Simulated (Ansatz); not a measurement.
A run of Ansatz 0.2.0:

Contents of input.yaml:

```yaml
crystal:
  lattice:
    - [2.7608, 0.0, 0.0]
    - [-1.3804, 2.3909229348, 0.0]
    - [0.0, 0.0, 4.4582]
  atoms:
    - { symbol: Re, position: [0.6666666667, 0.3333333333, 0.75] }
    - { symbol: Re, position: [0.3333333333, 0.6666666667, 0.25] }
hamiltonian:
  xc: revpbe
  pseudopotentials: { kind: paw }
kpoints:
  mp_grid: { grid: [11, 11, 6] }
  band_path:
    path:
      - [[0.0, 0.0, 0.0], [0.5, 0.0, 0.0], [0.3333333333, 0.3333333333, 0.0], [0.0, 0.0, 0.0], [0.0, 0.0, 0.5], [0.5, 0.0, 0.5], [0.3333333333, 0.3333333333, 0.5], [0.0, 0.0, 0.5]]
      - [[0.5, 0.0, 0.5], [0.5, 0.0, 0.0]]
      - [[0.3333333333, 0.3333333333, 0.0], [0.3333333333, 0.3333333333, 0.5]]
    npoints: 14
scf:
  occupations: { method: fermi_dirac, width: 0.05 }
  n_extra_bands: 6
output:
  forces: true
  stress: true
  eigenvalues: true
  fatbands: false
```

Potentials or basis: Ansatz PAW.

The run is started by

```console
$ ansatz run input.yaml --threads 2 --pin off --max-ram 5632MiB --backend cpu --events-out ev --progress --plain --runs-dir out
```

Hardware: 2 threads of Intel(R) Xeon(R) Processor @ 2.50GHz (Skylake/Cascade Lake) (shared host).

How long does it take, and how much memory?

It took 4 s on 2 threads of Intel(R) Xeon(R) Processor @ 2.50GHz (Skylake/Cascade Lake), on a shared host, peak memory 0.33 GiB. Counts: scf iterations 6, plane waves 573, k points 64, bands 21.
